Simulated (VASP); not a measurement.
## A VASP 6.6.1 single-point calculation on KCl

INCAR

```
NBANDS = 15
LASPH = .TRUE.
ISMEAR = 0
EDIFF = 1E-7
NELECT = 15.98
SIGMA = 0.01
PREC = Accurate
NSW = 0
LWAVE = .FALSE.
NELM = 66
LCHARG = .FALSE.
ISIF = 2
IBRION = -1
ENCUT = 520
GGA = CA
LREAL = .FALSE.
```

KPOINTS

```
KPOINTS created by Atomic Simulation Environment
0
Gamma
8 8 8
0 0 0
```

POSCAR

```
K  Cl
 1.0000000000000000
     0.0000000000000000    3.1448483195468158    3.1448483195468158
     3.1448483195468158    0.0000000000000000    3.1448483195468158
     3.1448483195468158    3.1448483195468158    0.0000000000000000
 K   Cl
   1   1
Cartesian
 -0.0000000000000000 -0.0000000000000000 -0.0000000000000000
  3.1448483195468158  3.1448483195468158  3.1448483195468158
```

The recommended LDA PAW datasets give the neutral cell 16 valence electrons.

Command

```
mpirun -np 1 vasp_std
```

**Question.** How does this run end, and what does it give?

**Answer.** It converged. Results: pressure -2.1 GPa.

OSZICAR

```
N       E                     dE             d eps       ncg     rms          rms(c)
DAV:   1     0.107335646602E+03    0.10734E+03   -0.64233E+03   870   0.878E+02
DAV:   2    -0.683250862015E+00   -0.10802E+03   -0.98154E+02  1123   0.251E+02
DAV:   3    -0.737686349605E+01   -0.66936E+01   -0.66498E+01  1164   0.536E+01
DAV:   4    -0.760066757760E+01   -0.22380E+00   -0.22372E+00  1336   0.979E+00
DAV:   5    -0.760273874020E+01   -0.20712E-02   -0.20711E-02  1213   0.998E-01    0.340E+00
DAV:   6    -0.735559719156E+01    0.24714E+00   -0.33873E-01  1080   0.311E+00    0.271E+00
DAV:   7    -0.732914913608E+01    0.26448E-01   -0.60606E-02  1199   0.152E+00    0.156E+00
DAV:   8    -0.732873133259E+01    0.41780E-03   -0.10383E-02  1221   0.759E-01    0.219E-01
DAV:   9    -0.732871094318E+01    0.20389E-04   -0.50333E-04  1115   0.131E-01    0.795E-02
DAV:  10    -0.732882639143E+01   -0.11545E-03   -0.74371E-05   983   0.619E-02    0.794E-03
DAV:  11    -0.732882779351E+01   -0.14021E-05   -0.29534E-06  1334   0.116E-02    0.529E-03
DAV:  12    -0.732882822224E+01   -0.42872E-06   -0.10509E-06  1039   0.713E-03    0.266E-03
DAV:  13    -0.732882820945E+01    0.12787E-07   -0.16212E-07  1087   0.294E-03
   1 F= -.73288282E+01 E0= -.73287811E+01  d E =-.941697E-04
```

Standard output (part)

```
POSCAR found type information on POSCAR K Cl
 POSCAR found :  2 types and       2 ions
 LDA part: xc-table for (Slater(with rela. corr.)+CA(PZ))
 , standard interpolation
 POSCAR, INCAR and KPOINTS ok, starting setup
 WAVECAR not read
 entering main loop
 the old and the new charge density differ
    0.340E+00
```

The cell is charged and sits in a uniform background.

For comparison, a separate LDA run of the intended cell, on usual settings and not on those above, gives a gap of 4.75 eV on its mesh and a pressure of -1.9 GPa.
